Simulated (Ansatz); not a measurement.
Ag under changes of volume

One of the cells (17.048 Å³/atom); the others are scaled copies at fixed shape and fractional positions:

```
Ag
1.0
     0.00000    2.04275    2.04275
     2.04275    0.00000    2.04275
     2.04275    2.04275    0.00000
Ag
1
Cartesian
  0.0000 0.0000 0.0000
```

```yaml
Program: Ansatz 0.2.0
Functional: HSE03
Potentials_or_basis: Ansatz PAW
Cutoff: "420 eV (not typed: the program's choice for these potentials)"
k_mesh: 6 × 6 × 6
Occupations: fermi-dirac, width 0.05 eV
Spin: no spin polarisation
```

```tsv
volume (Å³/atom)	energy over the lowest point (meV/atom)	pressure (GPa)
16.025	69.93	13.2
16.366	45.29	10.0
16.707	26.98	7.3
17.048	14.18	4.9
17.389	6.01	2.9
17.730	?	?
18.071	0.00	-0.1
```

What does the run at 17.730 Å³/atom give?

Energy over the lowest point 1.59 meV/atom; pressure 1.3 GPa.

Worked out: A Birch-Murnaghan fit of order 3 (a polynomial in V^(-2/3)) to the other rows has its minimum at 18.09 Å³/atom, just outside them, with B0 = V·E''(V) = 61 GPa (rough, since the energies scatter). It gives 1.45 meV/atom at 17.730 Å³/atom, against the run's 1.59, and -dE/dV = 1.4 GPa, against 1.3.

Energies are extrapolated to zero smearing.

Caveats: all runs use coarse meshes; the PAW data sets come from PBE, with cores solved anew for the run's functional, which leaves a small shift of forces and pressure; the thresholds are loose for stress.
